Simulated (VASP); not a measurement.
**KCl (Sylvite): single point with PBE**

**Experimental background.**

A printed reference work, monograph reports, for a bulk crystal of KCl: band gap 8.68 eV.

The system is KCl (Sylvite).

```
K Cl
1.0
     0.00000    3.14647    3.14647
     3.14647    0.00000    3.14647
     3.14647    3.14647    0.00000
K Cl
1 1
Direct
  0.00000 0.00000 0.00000
  0.50000 0.50000 0.50000
```

```json
{
  "Program": "VASP 6.6.1",
  "Task": "single point",
  "Functional": "PBE",
  "Potentials or basis": "VASP PAW PBE potentials, release 64 (K_sv, Cl)",
  "Cutoff": "520 eV",
  "k mesh": "7 × 7 × 7",
  "Occupations": "gaussian, width 0.02 eV",
  "Spin": "no spin polarisation",
  "Dipole correction": "no",
  "Further INCAR settings": "ALGO = Normal; EDIFF = 1e-07; NBANDS = 15"
}
```

The pressure is 0.8 GPa and the band gap on the k mesh is 5.19 eV, direct.

Levels at points of the mesh, in eV from the valence-band top:
```
           k point  band 5  band 6  band 7  band 8  band 9  band 10  band 11  band 12
(0.00, 0.00, 0.00)  -10.66    0.00    0.00    0.00    5.19     8.38     8.38     8.38
```

It took 18 s on 1 thread of Intel(R) Xeon(R) Platinum 8488C (Sapphire Rapids), on a shared host, peak memory 0.2 GiB.

A measured gap of KCl is 8.68 eV (a printed reference work, monograph); the calculated 5.19 eV misses it by -3.49 eV. The value is that of PBE on a finite k mesh, which can miss the band edges, without temperature or zero-point motion. Semilocal functionals fall short of measured gaps as a rule.
